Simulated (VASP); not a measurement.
# KBr: single point with PBE0

KBr, in a box:

```
K Br
1.0
    12.00000    0.00000    0.00000
     0.00000   10.00000    0.00000
     0.00000    0.00000   11.00000
K Br
1 1
Direct
  0.60210 0.45914 0.55867
  0.40006 0.54506 0.44751
```

```json
{
 "Program": "VASP 6.6.1",
 "Task": "single point",
 "Functional": "PBE0",
 "Potentials or basis": "VASP PAW PBE potentials, release 64 (K_sv, Br)",
 "Cutoff": "520 eV",
 "k mesh": "1 × 1 × 1",
 "Occupations": "gaussian, width 0.01 eV",
 "Spin": "no spin polarisation"
}
```

```yaml
Largest_force: 0.035 eV/Å
Gap_between_the_frontier_levels: 4.57 eV
```

Forces in eV/Å, atoms in the order of the input:
```
K   -0.034 -0.003 -0.009
Br   0.034  0.003  0.009
```

Levels at points of the mesh, in eV from the valence-band top:
```csv
k point,band 5,band 6,band 7,band 8,band 9,band 10,band 11,band 12
"(0.00, 0.00, 0.00)",-12.73,-0.28,0.00,0.00,4.57,6.10,6.19,6.21
```

Run time: 2.5 min on 1 thread of Intel(R) Xeon(R) Platinum 8259CL CPU @ 2.50GHz (Skylake/Cascade Lake), on a shared host, peak memory 1 GiB.

Caveat: the PAW data sets were made with another functional, which shifts forces and pressure a little.
